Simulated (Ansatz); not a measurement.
HfO2: band structure with r2SCAN

**What was measured.**

“Temperature dependence of self-trapped exciton luminescence in nanostructured hafnia powder”, 2021, arxiv:2112.02602 quotes, for a bulk crystal of HfO2: band gap 5.54 eV (indirect).

HfO2:

```
Hf O
1.0
     5.11800    0.00000    0.00000
     0.00000    5.18570    0.00000
    -0.85866    0.00000    5.21387
Hf O
4 8
Direct
  0.27550 0.46030 0.70800
  0.72450 0.96030 0.79200
  0.72450 0.53970 0.29200
  0.27550 0.03970 0.20800
  0.07420 0.16840 0.84670
  0.92580 0.66840 0.65330
  0.92580 0.83160 0.15330
  0.07420 0.33160 0.34670
  0.44870 0.74190 0.98010
  0.55130 0.24190 0.51990
  0.55130 0.25810 0.01990
  0.44870 0.75810 0.48010
```

```
Program                             : Ansatz 0.2.0
Task                                : band structure
Functional                          : r2SCAN
Potentials or basis                 : Ansatz PAW
Cutoff                              : 500 eV (not typed: the program's choice for these potentials)
k mesh                              : 5 × 5 × 5
Occupations                         : fermi-dirac, width 0.05 eV
Spin                                : no spin polarisation
Path                                : [["G", "Y", "H", "C", "E", "M1", "A", "X", "H1"], ["M", "D", "Z"], ["Y", "D"]]
Points for each segment of the path : 10
```

| Item | Value |
| --- | --- |
| Pressure | 0.3 GPa |
| Largest force | 0.461 eV/Å |
| Band gap on the k mesh | 4.72 eV, indirect (least direct gap 4.77 eV) |
| Band gap along the path | 4.66 eV, indirect (least direct gap 4.73 eV) |

Forces in eV/Å, atoms in the order of the input:
```
Hf   0.143 -0.003  0.047
Hf  -0.143 -0.003 -0.047
Hf  -0.143  0.003 -0.047
Hf   0.143  0.003  0.047
O   -0.404 -0.189 -0.117
O    0.404 -0.189  0.117
O    0.404  0.189  0.117
O   -0.404  0.189 -0.117
O   -0.103  0.040 -0.091
O    0.103  0.040  0.091
O    0.103 -0.040  0.091
O   -0.103 -0.040 -0.091
```

Stress tensor (GPa, compression positive):
```
 0.31  0.00  0.35
 0.00 -0.44  0.00
 0.35  0.00  1.11
```

Levels at the corners of the path, in eV from the valence-band top:
| point | band 72 | band 73 | band 74 | band 75 | band 76 | band 77 | band 78 | band 79 | band 80 | band 81 |
| --- | --- | --- | --- | --- | --- | --- | --- | --- | --- | --- |
| Γ | -0.99 | -0.51 | -0.50 | -0.15 | 0.00 | 5.08 | 5.68 | 5.83 | 6.07 | 6.24 |
| Y | -1.00 | -0.82 | -0.82 | -0.48 | -0.48 | 5.32 | 5.32 | 5.80 | 5.80 | 6.72 |
| H | -1.07 | -1.06 | -0.73 | -0.65 | -0.35 | 4.88 | 5.09 | 6.01 | 6.15 | 6.22 |
| C | -1.26 | -0.95 | -0.95 | -0.50 | -0.50 | 4.97 | 4.97 | 6.11 | 6.11 | 6.30 |
| E | -1.21 | -1.03 | -1.03 | -0.73 | -0.73 | 5.14 | 5.14 | 5.86 | 5.86 | 6.24 |
| M1 | -1.26 | -1.01 | -1.01 | -0.70 | -0.70 | 5.16 | 5.16 | 5.89 | 5.89 | 6.21 |
| A | -1.37 | -0.88 | -0.88 | -0.58 | -0.58 | 5.36 | 5.36 | 5.84 | 5.84 | 6.60 |
| X | -0.85 | -0.68 | -0.54 | -0.48 | -0.09 | 4.66 | 5.72 | 5.81 | 5.85 | 6.37 |
| H1 | -1.07 | -1.06 | -0.73 | -0.65 | -0.35 | 4.88 | 5.09 | 6.01 | 6.15 | 6.22 |
| M | -1.26 | -1.01 | -1.01 | -0.70 | -0.70 | 5.16 | 5.16 | 5.89 | 5.89 | 6.21 |
| D | -0.92 | -0.92 | -0.92 | -0.61 | -0.61 | 5.52 | 5.52 | 5.68 | 5.68 | 6.49 |
| Z | -1.07 | -0.79 | -0.79 | -0.42 | -0.42 | 5.65 | 5.65 | 6.15 | 6.15 | 6.48 |
| Y | -1.00 | -0.82 | -0.82 | -0.48 | -0.48 | 5.32 | 5.32 | 5.80 | 5.80 | 6.72 |
| D | -0.92 | -0.92 | -0.92 | -0.61 | -0.61 | 5.52 | 5.52 | 5.68 | 5.68 | 6.49 |

It took 89 s on 4 threads of Intel(R) Xeon(R) Processor @ 2.50GHz (Skylake/Cascade Lake) (shared host), peak memory 1.5 GiB.

Measured gap of HfO2: 5.54 eV (indirect; quoted in “Temperature dependence of self-trapped exciton luminescence in nanostructured hafnia powder”, 2021, arxiv:2112.02602). This calculation gives 4.66 eV (-0.88 eV). Spin-orbit coupling on Hf is left out. The value is that of r2SCAN, without temperature or zero-point motion.

Caveat: the k mesh misses the band edges, so the gap on the mesh is wider than the one along the path; spin-orbit coupling is left out, which moves the levels of the heavy elements; the PAW data sets come from PBE, with cores solved anew for the run's functional, which leaves a small shift of forces and pressure.
